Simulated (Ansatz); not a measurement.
**Pressure coefficients of AlFe**

```
CELL_PARAMETERS angstrom
2.91000 0.00000 0.00000
0.00000 2.91000 0.00000
0.00000 0.00000 2.91000
ATOMIC_POSITIONS crystal
Al 0.00000 0.00000 0.00000
Fe 0.50000 0.50000 0.50000
```

Conventional cell: a = 2.910 Å, b = 2.910 Å, c = 2.910 Å, α = 90.00°, β = 90.00°, γ = 90.00°. Al (atom 1) has 8 Fe at 2.52 Å as nearest neighbours. Fe (atom 2) is surrounded by 8 Al at 2.52 Å.

The cell comes from COD entry 1541193, which wasn't checked; take it as a given geometry.

Other magnetic orders may lie lower; this is the state that the run reached.

These are results of Ansatz 0.2.0, DFT, PBE, all-electron LAPW, scalar-relativistic, not measurements.

Numerical set-up: a Γ-centred 12×12×12 k mesh, Fermi–Dirac smearing of 0.05 eV, basis error target 0.5 meV/atom, spin-polarised from start moments Fe2 3 μB.

The cell is scaled evenly with fractional coordinates held.

| V/V(cell) | P (GPa) | cell moment (μB) |
| --- | --- | --- |
| 0.9405 | 4.49 | 0.677 |
| 0.9800 | -2.80 | 0.719 |
| 1.0000 | -5.93 | 0.738 |
| 1.0200 | -8.74 | 0.756 |

(1) From the rows at 0.9800 and 1.0200, what is the bulk modulus at the cell's volume?

(2) How does the moment scale with volume?

(3) Predict the row at V/V(cell) = 1.0600. How far is a linear estimate of P off?

## Answers

(1) B = −ΔP/Δln V = −[(-8.74) − (-2.80)]/0.04001 = 148.5 GPa. This is the modulus at -5.93 GPa, not at zero pressure.

(2) dln M/dln V = ln(0.756/0.719)/0.04001 = 1.3: expansion raises it.

(3) P = -13.53 GPa, moment 0.785 μB. The linear estimate P(cell) − B ln(V/V(cell)) = -14.58 GPa misses by 1.05 GPa, since the modulus falls on expansion.
